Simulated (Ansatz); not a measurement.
Write the native input for Ansatz 0.2.0 that does the following.

* Task: band structure
* Functional: PBEsol
* Potentials or basis: Ansatz PAW
* Cutoff: 420 eV (not typed: the program's choice for these potentials)
* k mesh: 10 × 10 × 10
* Occupations: fermi-dirac, width 0.05 eV
* Spin: no spin polarisation
* Path: [["G", "M", "K", "G", "A", "L", "H", "A"], ["L", "M"], ["K", "H"]]
* Points for each segment of the path: 14

Crystal: TiC.

```
Ti C
1.0
     3.04209    0.00000    0.00000
    -1.52104    2.63452    0.00000
     0.00000    0.00000    2.69797
Ti C
1 1
Direct
  0.00000 0.00000 0.50000
  0.33333 0.66667 0.00000
```

The cell was built by a generator and needn't be a form met in nature.

The input as run:

input.yaml

```yaml
crystal:
  lattice:
    - [3.04209, 0.0, 0.0]
    - [-1.52104, 2.63452, 0.0]
    - [0.0, 0.0, 2.69797]
  atoms:
    - { symbol: Ti, position: [0.0, 0.0, 0.5] }
    - { symbol: C, position: [0.33333, 0.66667, 0.0] }
hamiltonian:
  xc: pbesol
  pseudopotentials: { kind: paw }
kpoints:
  mp_grid: { grid: [10, 10, 10] }
  band_path:
    path:
      - [[0.0, 0.0, 0.0], [0.5, 0.0, 0.0], [0.3333333333, 0.3333333333, 0.0], [0.0, 0.0, 0.0], [0.0, 0.0, 0.5], [0.5, 0.0, 0.5], [0.3333333333, 0.3333333333, 0.5], [0.0, 0.0, 0.5]]
      - [[0.5, 0.0, 0.5], [0.5, 0.0, 0.0]]
      - [[0.3333333333, 0.3333333333, 0.0], [0.3333333333, 0.3333333333, 0.5]]
    npoints: 14
scf:
  occupations: { method: fermi_dirac, width: 0.05 }
  n_extra_bands: 6
output:
  forces: true
  stress: true
  eigenvalues: true
  fatbands: true
```

Potentials or basis: Ansatz PAW.

Command:

```console
$ ansatz run input.yaml --threads 2 --pin off --max-ram 5632MiB --backend cpu --events-out ev --progress --plain --runs-dir out
```

Results of the run:

| Property | Result |
| --- | --- |
| Pressure | -6.1 GPa |
| Band gap on the k mesh | none (metal or under the smearing width) |

Caveat: the PAW data sets come from PBE, with cores solved anew for the run's functional, which leaves a small shift of forces and pressure.

Wall time 3.3 s on 2 threads of Intel(R) Xeon(R) Processor @ 2.70GHz (shared host), peak memory 0.34 GiB.
